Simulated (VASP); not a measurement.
Set up this calculation in VASP 6.6.1, as the native input.

| Item | Value |
| --- | --- |
| Task | single point |
| Functional | PBEsol |
| Potentials or basis | VASP PAW PBE potentials, release 64 (Si, C) |
| Cutoff | 520 eV |
| k mesh | 16 × 16 × 16 |
| Occupations | gaussian, width 0.02 eV |
| Spin | no spin polarisation |
| Further INCAR settings | ALGO = Normal; EDIFF = 1e-06 |

The structure of SiC lies in POSCAR:

```
SiC
1.0
    0.0000000000      2.1791100000      2.1791100000
    2.1791100000      0.0000000000      2.1791100000
    2.1791100000      2.1791100000      0.0000000000
Si C
1 1
Direct
    0.7500000000      0.7500000000      0.7500000000
    0.0000000000      0.0000000000      0.0000000000
```

The cell is a database's computed one.

One way to write it, as run:

INCAR

```
SYSTEM = SiC
ALGO     = Normal         ! electronic algorithm
EDIFF    = 1E-6           ! SCF threshold, eV
ENCUT    = 520            ! plane-wave cutoff, eV
GGA      = PS             ! functional
ISIF     = 2              ! what is computed and relaxed
ISMEAR   = 0              ! smearing method
LASPH    = .True.         ! aspherical terms in the spheres
LCHARG   = .False.        ! write CHGCAR
LREAL    = .False.        ! projectors in reciprocal space
LWAVE    = .False.        ! write WAVECAR
NELM     = 80             ! most SCF steps
PREC     = Accurate       ! precision mode
SIGMA    = 0.02           ! smearing width, eV
```

KPOINTS

```
k-points
0
Gamma
  16 16 16
  0 0 0
```

Potentials or basis: VASP PAW PBE potentials, release 64 (Si, C).

Run with:

```sh
$ cat potpaw_PBE.64/Si/POTCAR potpaw_PBE.64/C/POTCAR > POTCAR
$ mpirun -np 1 vasp_std > vasp.out
```

It gave:

```yaml
Pressure: 0.1 GPa
Band_gap_on_the_k_mesh: 1.23 eV, indirect (least direct gap 4.44 eV)
```

Caveat: the PAW data sets were made with another functional, which shifts forces and pressure a little.

Run time: 17 s on 1 thread of AMD EPYC 9R14 (Zen 4), on a shared host, peak memory 0.11 GiB.
